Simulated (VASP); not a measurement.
CuO (Tenorite): optical spectrum with PBE

CuO (Tenorite):

```
CELL_PARAMETERS angstrom
2.34185 -1.71130 0.00000
2.34185 1.71130 0.00000
-0.85003 0.00000 5.05787
ATOMIC_POSITIONS crystal
Cu 0.50000 0.00000 0.50000
Cu 0.00000 0.50000 0.00000
O 0.41840 0.58160 0.75000
O 0.58160 0.41840 0.25000
```

```json
{"Program": "VASP 6.6.1", "Task": "optical spectrum", "Functional": "PBE", "Potentials or basis": "VASP PAW PBE potentials, release 64 (Cu, O)", "Cutoff": "520 eV", "k mesh": "10 × 10 × 5", "Occupations": "gaussian, width 0.02 eV", "Spin": "no spin polarisation", "Further INCAR settings": "ALGO = Normal; EDIFF = 1e-07; NBANDS = 65"}
```

```json
{
  "Pressure": "6.3 GPa",
  "Largest force": "0.218 eV/Å",
  "Band gap on the k mesh": "none (metal or under the smearing width)"
}
```

Forces in eV/Å, atoms in the order of the input:
```
Cu   0.000  0.000  0.000
Cu   0.000  0.000  0.000
O    0.000 -0.218  0.000
O    0.000  0.218  0.000
```

Stress tensor (GPa, compression positive):
```
 6.28  0.00 -1.35
 0.00  7.17  0.00
-1.35  0.00  5.58
```

Levels at points of the mesh, in eV from the Fermi level:
| k point | band 13 | band 14 | band 15 | band 16 | band 17 | band 18 | band 19 | band 20 | band 21 | band 22 |
| --- | --- | --- | --- | --- | --- | --- | --- | --- | --- | --- |
| (0.00, 0.00, 0.00) | -2.39 | -2.22 | -2.16 | -1.66 | 0.22 | 0.95 | 1.73 | 6.06 | 8.18 | 13.40 |
| (0.50, 0.00, 0.00) | -2.05 | -1.60 | -1.51 | -1.41 | 0.01 | 0.26 | 4.89 | 6.34 | 6.98 | 11.14 |
| (0.50, 0.50, 0.00) | -2.14 | -2.13 | -1.67 | -1.22 | -0.66 | 1.08 | 3.37 | 7.13 | 8.54 | 10.06 |

Dielectric function (mean over the directions given):
```csv
energy (eV),real part,imaginary part
0.29,31.58,62.77
0.97,-0.96,8.50
1.65,8.04,7.62
2.33,0.81,8.29
3.01,0.97,4.26
3.69,2.70,0.48
4.37,4.11,3.50
5.05,3.76,4.10
5.73,3.76,3.46
6.41,2.37,4.66
7.09,0.69,3.42
7.77,0.70,3.06
8.45,0.88,1.88
9.13,1.37,0.95
9.81,1.95,2.24
10.49,2.54,2.25
11.16,1.30,3.31
11.84,0.71,2.72
12.52,0.61,2.08
13.20,0.83,2.27
13.88,0.92,2.38
14.56,0.93,1.92
15.24,0.40,1.90
15.92,0.48,1.67
16.60,0.52,1.77
17.28,0.49,1.52
17.96,0.55,1.32
18.64,0.49,1.56
19.32,0.39,1.30
20.00,0.22,1.21
```

Run time: 2.1 min on 1 thread of Intel(R) Xeon(R) 6975P-C (Granite Rapids), on a shared host, peak memory 0.57 GiB.

Caveat: spectra need much finer meshes, so this one isn't converged; independent-particle spectra lack excitons; the intraband (Drude) part of a metal's response may be missing; the run has no spin polarisation, though such a crystal can be magnetic; semilocal functionals often make such compounds metallic where correlation or magnetic order opens a gap, which also shifts bond lengths. With open d or f shells a metallic result of PBE can be an artefact of self-interaction; +U or a hybrid may open a gap.
